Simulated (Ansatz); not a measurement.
CdS (started from an entry of an open crystallographic database) at its r2SCAN geometry, in the plane-wave code Ansatz. The base run uses HSE06 on a modest mesh; each further run changes one setting, sensibly or not. Doubtful ones may also carry a cap on iterations. All numbers are computed, and spin polarisation is off unless an edit sets a moment.

Base input:
```yaml
crystal:
  lattice:
    - [4.1646212372, 0.0, 0.0]
    - [-2.0823106186, 3.6066677886, 0.0]
    - [0.0, 0.0, 6.7659754123]
  atoms:
    - { symbol: Cd, position: [0.3333333333, 0.6666666667, -0.0009650885] }
    - { symbol: Cd, position: [0.6666666667, 0.3333333333, 0.4990349115] }
    - { symbol: S, position: [0.3333333333, 0.6666666667, 0.3759650885] }
    - { symbol: S, position: [0.6666666667, 0.3333333333, 0.8759650885] }
kpoints:
  mp_grid: { grid: [6, 6, 2] }
hamiltonian:
  xc: hse06
scf:
  occupations: { method: fixed }
  n_extra_bands: 5
output:
  forces: true
  stress: true
  eigenvalues: true
```

Base results:
```
Basis set: ecut = 420 eV, 1985 PW (Γ)
Symmetry: 12 space group operations
Space group: P63mc (ITA 186)
k-points: 14 of 72
Exchange kernel: α = 0.2500, screened, ω = 0.2079 Å⁻¹, Wigner–Seitz truncation, v(0) = 1034.3773 eV·Å³, q-mesh 6×6×2
hybrid SCF converged: 2 outer / 11 inner (+2 warm-up)
Free energy (F): -18324.398656 eV
Fermi energy:    5.931990 eV
--- Stress (GPa, compression-positive) ---
        0.201688       0.000000       0.000000
        0.000000       0.201688       0.000000
        0.000000       0.000000       0.187945
  P = ⅓ Tr σ = 0.1971 GPa (1.971 kbar)
--- Band table (eV; the first three rows and the last of 14) ---
  k-point 0: bands = […, 1.4200, 5.1477, 5.1477, 5.8912, 5.9320, 5.9320, 8.1236, 9.7778, 13.5591, 13.5591, …]
  k-point 1: bands = […, 3.4028, 3.4028, 5.5270, 5.5270, 5.5270, 5.5270, 9.8136, 9.8136, 13.2137, 13.2137, …]
  k-point 2: bands = […, 1.6168, 4.1662, 4.7560, 4.8220, 5.6852, 5.7358, 9.2342, 10.6683, 12.8002, 13.8870, …]
  k-point 13: bands = […, 1.7816, 1.7816, 3.4218, 3.4218, 4.7867, 4.7867, 11.4465, 11.4465, 13.0581, 13.0581, …]
```
The gap over this mesh is 2.192 eV.

Run as `ansatz run input.yaml --threads 4 --pin off --max-ram 3686MiB --backend cpu --events-out ev --progress --plain --runs-dir out`. It took 37 s on 4 threads of Arm Neoverse N1, with other jobs on the host; peak host memory 1.5 GiB.

Q: Predict the outcome of this edit.
```yaml
hamiltonian:
  xc: { exchange: pbe, correlation: pbe, exx: { coeff: 0.1, omega: 0.1 } }
```

A: That is 10 % exact exchange, screened with ω = 0.1 1/Å, against HSE06's 25 % screened at 0.208 1/Å. The mean stress moves by +0.6 GPa and the gap on the mesh by -0.513 eV (to 1.679). Totals of different functionals aren't comparable. The program warns that on this mesh the truncation of the exchange isn't bounded, so part of the change can be an error of the mesh.
```
Exchange kernel: α = 0.1000, screened, ω = 0.1000 Å⁻¹, Wigner–Seitz truncation, v(0) = 3593.1525 eV·Å³, q-mesh 6×6×2
hybrid SCF converged: 2 outer / 9 inner (+2 warm-up)
Free energy (F): -18319.149990 eV
Fermi energy:    6.258681 eV
--- Forces (eV/Å), atoms counted from 1 ---
  atom   1  Cd      0.00000      0.00000      0.00141
  atom   2  Cd      0.00000      0.00000      0.00141
  atom   3  S       0.00000      0.00000    -0.00141
  atom   4  S       0.00000      0.00000    -0.00141
--- Stress (GPa, compression-positive) ---
        0.810612       0.000000       0.000000
        0.000000       0.810612       0.000000
        0.000000       0.000000       0.826585
  P = ⅓ Tr σ = 0.8159 GPa (8.159 kbar)
--- Band table (eV; the first three rows and the last of 14) ---
  k-point 0: bands = […, 1.8843, 5.5013, 5.5013, 6.2165, 6.2587, 6.2587, 7.9373, 9.5674, 13.3141, 13.3141, …]
  k-point 1: bands = […, 3.7847, 3.7847, 5.8664, 5.8664, 5.8664, 5.8664, 9.6104, 9.6104, 12.9873, 12.9873, …]
  k-point 2: bands = […, 2.0696, 4.5362, 5.0717, 5.1855, 6.0173, 6.0684, 9.0690, 10.4393, 12.5865, 13.6450, …]
  k-point 13: bands = […, 2.2219, 2.2219, 3.8306, 3.8306, 5.1493, 5.1493, 11.2088, 11.2088, 12.9050, 12.9050, …]
```

Q: These lines are set or replaced. What follows?
```yaml
scf:
  mixing: { ndim: 30 }
  max_iter: 61
```

A: It converges in 13 iterations, as the base does. The result is the base's, as it should be for a key that only affects how the solution is found.

Q: These lines are set or replaced. What follows?
```yaml
hamiltonian:
  xc: { exchange: pbe, correlation: pbe, exx: { coeff: 0.5, omega: 0.1 } }
```

A: That is 50 % exact exchange, screened with ω = 0.1 1/Å, against HSE06's 25 % screened at 0.208 1/Å. The mean stress moves by -1.1 GPa and the gap on the mesh by +1.758 eV (to 3.950). Totals of different functionals aren't comparable. The program warns that on this mesh the truncation of the exchange isn't bounded, so part of the change can be an error of the mesh.
```
Exchange kernel: α = 0.5000, screened, ω = 0.1000 Å⁻¹, Wigner–Seitz truncation, v(0) = 3593.1525 eV·Å³, q-mesh 6×6×2
hybrid SCF converged: 3 outer / 17 inner (+2 warm-up)
Free energy (F): -18333.622154 eV
Fermi energy:    4.890145 eV
--- Forces (eV/Å), atoms counted from 1 ---
  atom   1  Cd      0.00000      0.00000    -0.00566
  atom   2  Cd      0.00000      0.00000    -0.00566
  atom   3  S       0.00000      0.00000      0.00565
  atom   4  S       0.00000      0.00000      0.00565
--- Stress (GPa, compression-positive) ---
       -0.879725       0.000000       0.000000
        0.000000      -0.879725       0.000000
        0.000000       0.000000      -0.971734
  P = ⅓ Tr σ = -0.9104 GPa (-9.104 kbar)
```

The runs are scalar-relativistic, without spin-orbit coupling.

The stress of a hybrid is loosely converged in these runs.

The meshes of the hybrids are coarse, so their gaps aren't converged to the digits shown.
